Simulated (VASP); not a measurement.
# BaS (I-4m2) in VASP: notebook

The runs below take BaS through single point, with r2SCAN, PBE.

Program: VASP 6.6.1. These are calculated values, not measurements. Logs are shortened: lines on timing, memory, paths and dates and some standing lists are left out, and cuts for length are marked.

## Step 1: The cell of the first run

Symmetry: I-4m2, No. 119, tetragonal system. The conventional cell has a = 4.977 Å, b = 4.977 Å, c = 7.144 Å, α = 90.00°, β = 90.00°, γ = 90.00°. Around Ba (site symmetry -4m2) lie 4 S at 3.06 Å. Around S (site symmetry -4m2) lie 4 Ba at 3.06 Å.

The cell was built by a generator and needn't be a form met in nature.

## Step 2: Single point, r2SCAN (uniaxial_x strain +1.5%)

POSCAR

```
BaS
1.0
    0.0000000000      3.5194117709      3.5194117709
    3.5722029475      0.0000000000      3.5194117709
    3.5722029475      3.5194117709      0.0000000000
Ba S
1 1
Direct
    0.0000000000      0.0000000000      0.0000000000
    0.2500000000      0.2500000000      0.2500000000
```

INCAR.step1

```
PREC = Accurate
ENCUT = 520
ISMEAR = 0
SIGMA = 0.01
LREAL = False
LASPH = True
NELM = 100
NBANDS = 15
GGA = PE
ALGO = Normal
EDIFF = 1E-4
LWAVE = True
LCHARG = False
```

INCAR.step2

```
PREC = Accurate
ENCUT = 520
EDIFF = 1E-7
ISMEAR = 0
SIGMA = 0.01
LREAL = False
LASPH = True
NELM = 100
ALGO = Normal
ISIF = 2
LWAVE = False
LCHARG = False
METAGGA = R2SCAN
LMIXTAU = True
NBANDS = 15
ISTART = 1
```

KPOINTS

```
regular mesh
0
Gamma
  6 6 6
```

Potentials or basis: VASP PAW PBE potentials, release 64 (Ba_sv, S).

The run is started by

```console
$ cat potpaw_PBE.64/Ba_sv/POTCAR potpaw_PBE.64/S/POTCAR > POTCAR
$ cp INCAR.step1 INCAR
$ mpirun -np 1 vasp_std > vasp.out
$ cp INCAR.step2 INCAR
$ mpirun -np 1 vasp_std > vasp.out
```

OUTCAR:

```text
PREC = Accurate
   ENCUT = 520
   EDIFF = 1E-7
   ISMEAR = 0
   LREAL = False
   LASPH = True
   NELM = 100
   ISIF = 2
   METAGGA = R2SCAN
   ISTART = 1

 ion  position               nearest neighbor table
   1  0.000  0.000  0.000-   2 3.06   2 3.06   2 3.06   2 3.06
   2  0.250  0.250  0.250-   1 3.06   1 3.06   1 3.06   1 3.06

  LATTYP: Found a body centered tetragonal cell.
 ALAT       =     4.9771998580
 C/A-ratio  =     1.4354267658

  Lattice vectors:

 A1 = (   3.5722029475,   0.0000000000,   3.5194117709)
 A2 = (   3.5722029475,   0.0000000000,  -3.5194117709)
 A3 = (  -3.5722029475,   3.5194117709,   0.0000000000)

Analysis of symmetry for initial positions (statically):
=====================================================================
 Subroutine PRICEL returns:
 Original cell was already a primitive cell.

 Routine SETGRP: Setting up the symmetry group for a
 body centered tetragonal supercell.

 Subroutine GETGRP returns: Found  8 space group operations
 (whereof  8 operations were pure point group operations)
 out of a pool of 16 trial point group operations.

The static configuration has the point symmetry D_2d.

Analysis of symmetry for dynamics (positions and initial velocities):
=====================================================================
 Subroutine PRICEL returns:
 Original cell was already a primitive cell.

 Routine SETGRP: Setting up the symmetry group for a
 body centered tetragonal supercell.

 Subroutine GETGRP returns: Found  8 space group operations
 (whereof  8 operations were pure point group operations)
 out of a pool of 16 trial point group operations.

The dynamic configuration has the point symmetry D_2d.

 Subroutine INISYM returns: Found  8 space group operations
 (whereof  8 operations are pure point group operations),
 and found     1 'primitive' translations

----------------------------------------------------------------------------------------

                                     Primitive cell

  volume of cell :      88.4925

  direct lattice vectors                    reciprocal lattice vectors
     0.000000000  3.519411771  3.519411771    -0.139969651  0.142069196  0.142069196
     3.572202948  0.000000000  3.519411771     0.139969651 -0.142069196  0.142069196
     3.572202948  3.519411771  0.000000000     0.139969651  0.142069196 -0.142069196

  length of vectors
     4.977199858  5.014667797  5.014667797     0.244864893  0.244864893  0.244864893

  position of ions in fractional coordinates (direct lattice)
     0.000000000  0.000000000  0.000000000
     0.250000000  0.250000000  0.250000000

  ion indices of the primitive-cell ions
   primitive index   ion index
                 1           1
                 2           2

----------------------------------------------------------------------------------------

 KPOINTS: regular mesh

Automatic generation of k-mesh.
 Grid dimensions read from file:
 generate k-points for:    6    6    6

 Generating k-lattice:

  Cartesian coordinates                     Fractional coordinates (reciprocal lattice)
    -0.023328275  0.023678199  0.023678199     0.166666667 -0.000000000 -0.000000000
     0.023328275 -0.023678199  0.023678199     0.000000000  0.166666667  0.000000000
     0.023328275  0.023678199 -0.023678199     0.000000000  0.000000000  0.166666667

  Length of vectors
     0.040810816  0.040810816  0.040810816

  Shift w.r.t. Gamma in fractional coordinates (k-lattice)
     0.000000000  0.000000000  0.000000000

 Subroutine IBZKPT returns following result:
 ===========================================

 Found     30 irreducible k-points:

 Following reciprocal coordinates:
            Coordinates               Weight
  0.000000  0.000000  0.000000      1.000000
  0.166667  0.000000  0.000000      8.000000
  0.333333  0.000000  0.000000      8.000000
  0.500000  0.000000  0.000000      4.000000
  0.166667  0.166667  0.000000      4.000000
  0.333333  0.166667 -0.000000     16.000000
[... 16 lines left out ...]
 -0.333333  0.500000  0.166667      4.000000
  0.333333 -0.333333  0.166667      8.000000
 [... further k-points ...]
   k-points           NKPTS =     30   k-points in BZ     NKDIM =     30   number of bands    NBANDS=     15
   number of dos      NEDOS =    301   number of ions     NIONS =      2
   total plane-waves  NPLWV =  64000
   dimension x,y,z NGX =    40 NGY =   40 NGZ =   40
   dimension x,y,z NGXF=    80 NGYF=   80 NGZF=   80
   ions per type =               1   1
   NGX,Y,Z   is equivalent  to a cutoff of  13.36, 13.26, 13.26 a.u.
   NGXF,Y,Z  is equivalent  to a cutoff of  26.72, 26.52, 26.52 a.u.
 SYSTEM =  unknown system
   PREC   = accura    normal or accurate (medium, high low for compatibility)
   ISTART =      1    job   : 0-new  1-cont  2-samecut
   ICHARG =      0    charge: 1-file 2-atom 10-const
   ISPIN  =      1    spin polarized calculation?
   LNONCOLLINEAR =      F non collinear calculations
   LSORBIT =      F    spin-orbit coupling
   LASPH  =      T    aspherical Exc in radial PAW
   ENCUT  =  520.0 eV  38.22 Ry    6.18 a.u.   9.25  9.32  9.32*2*pi/ulx,y,z
   NELM   =    100;   NELMIN=  2; NELMDL=  0     # of ELM steps
   EDIFF  = 0.1E-06   stopping-criterion for ELM
   LREAL  =      F    real-space projection
   EDIFFG = 0.1E-05   stopping-criterion for IOM
   NSW    =      0    number of steps for IOM
   IBRION =     -1    ionic relax: 0-MD 1-quasi-New 2-CG
   NFREE  =      0    steps in history (QN), initial steepest desc. (CG)
   ISIF   =      2    stress and relaxation
   ISYM   =      2    0-nonsym 1-usesym 2-fastsym
   POTIM  = 0.5000    time-step for ionic-motion
   TEBEG  =    0.0;   TEEND  =   0.0 temperature during run
   PSTRESS=    0.0 pullay stress
   NELECT =      16.0000    total number of electrons
   NUPDOWN=      -1.0000    fix difference up-down
   EMIN   =  10.00;   EMAX   =-10.00  energy-range for DOS
   EFERMI =   0.00;   METHOD = LEGACY
   ISMEAR =     0;   SIGMA  =   0.01  broadening in eV -4-tet -1-fermi 0-gaus
   EFERMI_NEDOS =   21; number of points for ismear=-14 and -15
   IALGO  =     38    algorithm
   IMIX   =      4    mixing-type and parameters
     AMIX     =   0.40;   BMIX     =  1.00
     AMIX_MAG =   1.60;   BMIX_MAG =  1.00
  volume/ion in A,a.u.               =      44.25       298.59
  Fermi-wavevector in a.u.,A,eV,Ry     =   0.925719  1.749356 11.659601  0.856957
  Thomas-Fermi vector in A             =   2.051604
   LORBIT       =      0    0 simple, 1 ext, 2 COOP (PROOUT), +10 PAW based schemes
   METAGGA = R2SCAN    functional components
   LHFCALC =     F    Hartree Fock is set to
   AEXX    =    0.0000 exact exchange contribution
   IVDW    =     0    specifies the selected vdW correction
   LEPSILON=     F    determine dielectric tensor
   LRPA    =     F    only Hartree local field effects (RPA)
 non-spin polarized calculation
 Gauss-broadening in eV      SIGMA  =   0.01
  energy-cutoff  :      520.00
  volume of cell :       88.49
 maximum number of plane-waves:      2421
 NGX is ok and might be reduce to    40
   NGX = 19   NGY = 19   NGZ = 19

 number of electron      16.0000001 magnetization

 Free energy of the ion-electron system (eV)
  ---------------------------------------------------
  ext. energy  EPLUGINS =         0.00000000
  ---------------------------------------------------
  free energy    TOTEN  =       -38.61753375 eV

  energy without entropy =      -38.61753375  energy(sigma->0) =      -38.61753375

 E-fermi :  -0.4156     XC(G=0):  -7.5467

 val. band max:       -0.4736627373   @ k =  -0.1667   0.5000   0.3333
 cond. band min:       2.5807291500   @ k =   0.0000   0.0000   0.0000
 fundamental gap:      3.0543918873
 Fermi energy:        -0.4155698411

 k-point     1 :       0.0000    0.0000    0.0000
  band No.  band energies     occupation
      1     -27.3597      2.00000
      2     -12.1129      2.00000
      3     -12.1129      2.00000
      4     -12.1093      2.00000
      5     -10.8132      2.00000
      6      -1.1372      2.00000
      7      -1.1284      2.00000
      8      -1.1284      2.00000
      9       2.5807      0.00000
     10       4.9964      0.00000
     11       5.1032      0.00000
     12       6.8487      0.00000
     13       6.9733      0.00000
     14       6.9733      0.00000
     15       9.9676      0.00000

 k-point     2 :       0.1667    0.0000    0.0000
  band No.  band energies     occupation
      1     -27.3560      2.00000
      2     -12.3254      2.00000
      3     -12.1221      2.00000
      4     -12.1208      2.00000
      5     -10.5927      2.00000
      6      -1.1959      2.00000
      7      -1.0677      2.00000
      8      -1.0594      2.00000
      9       3.1467      0.00000
     10       4.8090      0.00000
     11       4.8875      0.00000
     12       6.5983      0.00000
     13       7.3013      0.00000
     14       7.3644      0.00000
     15       8.5557      0.00000

 k-point     3 :       0.3333    0.0000    0.0000
  band No.  band energies     occupation
      1     -27.3486      2.00000
      2     -12.6347      2.00000
      3     -12.1412      2.00000
      4     -12.1404      2.00000
      5     -10.2771      2.00000
      6      -1.1611      2.00000
      7      -0.9455      2.00000
      8      -0.9296      2.00000
      9       4.0305      0.00000
     10       4.8656      0.00000
     11       4.9016      0.00000
     12       5.9566      0.00000
     13       7.0444      0.00000
     14       7.0631      0.00000
     15       7.5868      0.00000

 k-point     4 :       0.5000    0.0000    0.0000
  band No.  band energies     occupation
      1     -27.3449      2.00000
      2     -12.7594      2.00000
      3     -12.1513      2.00000
      4     -12.1495      2.00000
      5     -10.1530      2.00000
      6      -1.0681      2.00000
      7      -0.8906      2.00000
      8      -0.8697      2.00000
      9       4.2467      0.00000
     10       5.2068      0.00000
     11       5.2233      0.00000
     12       5.3474      0.00000
     13       6.3596      0.00000
     14       6.3989      0.00000
     15       8.5828      0.00000
[... 307 lines left out ...]
 k-point    22 :       0.3333    0.5000    0.1667
  band No.  band energies     occupation
      1     -27.3435      2.00000
      2     -12.7386      2.00000
      3     -12.2229      2.00000
      4     -12.1709      2.00000
      5     -10.0823      2.00000
      6      -1.2583      2.00000
      7      -0.8275      2.00000
      8      -0.6910      2.00000
      9       3.6143      0.00000
     10       4.3820      0.00000
     11       5.5915      0.00000
     12       6.5535      0.00000
     13       6.9776      0.00000
     14       7.3004      0.00000
     15       8.6552      0.00000

 k-point    23 :      -0.3333    0.5000    0.1667
  band No.  band energies     occupation
      1     -27.3399      2.00000
      2     -12.8259      2.00000
      3     -12.2368      2.00000
      4     -12.2131      2.00000
      5      -9.9521      2.00000
      6      -1.2749      2.00000
      7      -0.7621      2.00000
      8      -0.4759      2.00000
      9       3.2067      0.00000
     10       4.2830      0.00000
     11       5.9129      0.00000
     12       6.3513      0.00000
     13       7.2799      0.00000
     14       8.5014      0.00000
     15       8.8621      0.00000

 k-point    24 :       0.3333   -0.3333    0.1667
  band No.  band energies     occupation
      1     -27.3410      2.00000
      2     -12.7959      2.00000
      3     -12.2489      2.00000
      4     -12.1846      2.00000
      5      -9.9972      2.00000
      6      -1.0589      2.00000
      7      -0.9581      2.00000
      8      -0.6015      2.00000
      9       3.3828      0.00000
     10       4.3739      0.00000
     11       5.5395      0.00000
     12       6.7766      0.00000
     13       6.9682      0.00000
     14       7.6578      0.00000
     15       9.0602      0.00000

 [... further k-points ...]

------------------------ aborting loop because EDIFF is reached ----------------------------------------

  FORCE on cell =-STRESS in cart. coord.  units (eV):
  Direction    XX          YY          ZZ          XY          YZ          ZX
  --------------------------------------------------------------------------------------
  -------------------------------------------------------------------------------------
  Total       -0.0433621     -0.0165111     -0.0165111     -0.0000000      0.0000000      0.0000000
  in kB       -0.7850821     -0.2989382     -0.2989382     -0.0000000      0.0000000      0.0000000
  external PRESSURE =      -0.4609862 kB  Pullay stress =       0.0000000 kB

 VOLUME and BASIS-vectors are now :
 -----------------------------------------------------------------------------
  energy-cutoff  :      520.00
  volume of cell :       88.49
      direct lattice vectors                 reciprocal lattice vectors
     0.000000000  3.519411771  3.519411771    -0.139969651  0.142069196  0.142069196
     3.572202948  0.000000000  3.519411771     0.139969651 -0.142069196  0.142069196
     3.572202948  3.519411771  0.000000000     0.139969651  0.142069196 -0.142069196

 POSITION                                       TOTAL-FORCE (eV/Angst)
 -----------------------------------------------------------------------------------
      0.00000      0.00000      0.00000        -0.000000     -0.000000     -0.000000
      1.78610      1.75971      1.75971         0.000000      0.000000      0.000000
 -----------------------------------------------------------------------------------
    total drift:                                0.000000      0.000000      0.000000

  FREE ENERGIE OF THE ION-ELECTRON SYSTEM (eV)
  ---------------------------------------------------
  free  energy   TOTEN  =       -38.6175337457 eV

  energy  without entropy=      -38.6175337457  energy(sigma->0) =      -38.61753375
```

It took 1.7 min on 1 thread of AMD EPYC 9R45 (Zen 5), shared host; peak memory 0.24 GiB.

What came out:

```yaml
Free_energy: -38.6175 eV
Pressure: 0.0 GPa
Band_gap_on_the_k_mesh: 3.05 eV, indirect (least direct gap 3.66 eV)
```

Caveat: the PAW data sets were made with another functional, which shifts forces and pressure a little; spin-orbit coupling is left out, which moves the levels of the heavy elements. A k mesh can miss the band edges.

## Step 3: Single point, PBE (uniaxial_x strain +1.5%)

INCAR

```
SYSTEM = BaS
  PREC = Accurate
  ENCUT = 520
  EDIFF = 1E-7
  ISMEAR = -1
  SIGMA = 0.02
  LREAL = .False.
  LASPH = .True.
  NELM = 100
  ALGO = Fast
  ISIF = 2
  LWAVE = .False.
  LCHARG = .True.
  GGA = PE
  LELF = .True.
  LVHAR = .True.
  NBANDS = 15
```

KPOINTS

```
Automatic mesh
0
Gamma
  6 6 6
  0 0 0
```

POSCAR is that of step 2.

Potentials or basis: VASP PAW PBE potentials, release 64 (Ba_sv, S).

The run is started by

```console
$ cat potpaw_PBE.64/Ba_sv/POTCAR potpaw_PBE.64/S/POTCAR > POTCAR
$ mpirun -np 1 vasp_std > vasp.out
```

Run time: 43 s. Hardware: 1 thread of AMD EPYC 9R45 (Zen 5), shared host; peak memory 0.22 GiB.

Results (log left out):

```
Free energy            : -9.7351 eV
Pressure               : 0.0 GPa
Band gap on the k mesh : 2.73 eV, indirect (least direct gap 3.39 eV)
```

Levels at points of the mesh, in eV from the valence-band top:
| k point | band 6 | band 7 | band 8 | band 9 | band 10 | band 11 |
| --- | --- | --- | --- | --- | --- | --- |
| (0.00, 0.00, 0.00) | -0.66 | -0.65 | -0.65 | 2.73 | 4.97 | 5.07 |
| (0.50, 0.00, 0.00) | -0.60 | -0.42 | -0.40 | 4.41 | 5.20 | 5.21 |
| (0.50, 0.50, 0.00) | -1.05 | -0.03 | -0.01 | 3.45 | 4.54 | 6.23 |
| (0.00, 0.50, 0.50) | -1.06 | -0.01 | -0.01 | 3.41 | 4.51 | 6.22 |

Caveat: spin-orbit coupling is left out, which moves the levels of the heavy elements.

## Step 4: Single point, PBE (shear_xy strain -0.5%)

INCAR

```
PREC = Accurate
ENCUT = 520
EDIFF = 1E-6
ISMEAR = -1
SIGMA = 0.02
LREAL = F
LASPH = T
NELM = 100
ALGO = Normal
ISIF = 2
LWAVE = F
LCHARG = T
GGA = PE
LELF = T
LVHAR = T
NBANDS = 15
```

KPOINTS

```
Automatic mesh
0
Gamma
  6 6 6
```

POSCAR

```
BaS
1.0
   -0.0095024118      3.5194117709      3.5194117709
    3.5194117709     -0.0095024118      3.5194117709
    3.5099093591      3.5099093591      0.0000000000
Ba S
1 1
Direct
   -0.0006224585     -0.0006224585      0.0006224585
    0.2506224585      0.2506224585      0.2493775415
```

The run is started by

```console
$ cat potpaw_PBE.64/Ba_sv/POTCAR potpaw_PBE.64/S/POTCAR > POTCAR
$ mpirun -np 1 vasp_std > vasp.out
```

Wall time 31 s (1 thread of AMD EPYC 9R45 (Zen 5), shared host); peak memory 0.23 GiB.

It converged, with:

```
Free energy            : -9.7337 eV
Pressure               : 0.4 GPa
Largest force          : 0.004 eV/Å
Band gap on the k mesh : 2.76 eV, indirect (least direct gap 3.42 eV)
```

Forces in eV/Å, atoms in the order of the input:
```
Ba   0.000  0.000  0.004
S    0.000  0.000 -0.004
```

Levels at points of the mesh, in eV from the valence-band top:
```
           k point  band 5  band 6  band 7  band 8  band 9  band 10  band 11  band 12
(0.00, 0.00, 0.00)   -9.91   -0.68   -0.68   -0.67    2.76     5.05     5.05     6.96
(0.50, 0.00, 0.00)   -9.27   -0.60   -0.42   -0.42    4.44     5.22     5.26     5.44
(0.50, 0.50, 0.00)   -9.09   -1.08   -0.01    0.00    3.45     4.56     6.29     6.29
(0.00, 0.00, 0.50)   -9.28   -0.59   -0.42   -0.42    4.45     5.22     5.27     5.44
(0.50, 0.00, 0.50)   -9.09   -1.08   -0.01   -0.01    3.45     4.56     6.28     6.29
```

Caveat: spin-orbit coupling is left out, which moves the levels of the heavy elements. A k mesh can miss the band edges.

## Step 5: Overview

| level | cell | smearing | gap on the mesh (eV) | pressure (GPa) |
| --- | --- | --- | --- | --- |
| r2SCAN | uniaxial_x strain +1.5% | gaussian 0.01 eV | 3.05 | 0.0 |
| PBE | uniaxial_x strain +1.5% | fermi-dirac 0.02 eV | 2.73 | 0.0 |
| PBE | shear_xy strain -0.5% | fermi-dirac 0.02 eV | 2.76 | 0.4 |

Alike in all rows: task single point; potentials or basis VASP PAW PBE potentials, release 64 (Ba_sv, S); no spin polarisation; k mesh 6 × 6 × 6; cutoff (eV) 520.

Caveats: spin-orbit coupling is left out, which moves the levels of the heavy elements; the PAW data sets were made with another functional, which shifts forces and pressure a little (some runs).

Total energies depend on the potentials used, so only differences within one code and one set of settings carry meaning.
